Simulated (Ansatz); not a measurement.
Ag$_{2}$O (space group Pn-3m) relaxed with several functionals in Ansatz (plane waves to 420 eV, scalar-relativistic PAW, no spin-orbit coupling, symmetry kept). The database cell has 17.50 Å³/atom; its temperature or method isn't stated, so the comparison with it is no error of the functional. No moments.

```
functional conventional cell V (Å³/atom) against the database cell (%) gap on mesh (eV) largest moment (μB)
       PBE  a = 4.812 Å, b = 4.812 Å, c = 4.812 Å, α = 90.00°, β = 90.00°, γ = 90.00°        18.57                            6.1              0.00                 0.00
    PBEsol a = 4.706 Å, b = 4.706 Å, c = 4.706 Å, α = 90.00°, β = 90.00°, γ = 90.00°        17.38                           -0.7              0.00                 0.00
PBE+D3(BJ) a = 4.755 Å, b = 4.755 Å, c = 4.755 Å, α = 90.00°, β = 90.00°, γ = 90.00°        17.91                            2.3              0.00                 0.00
```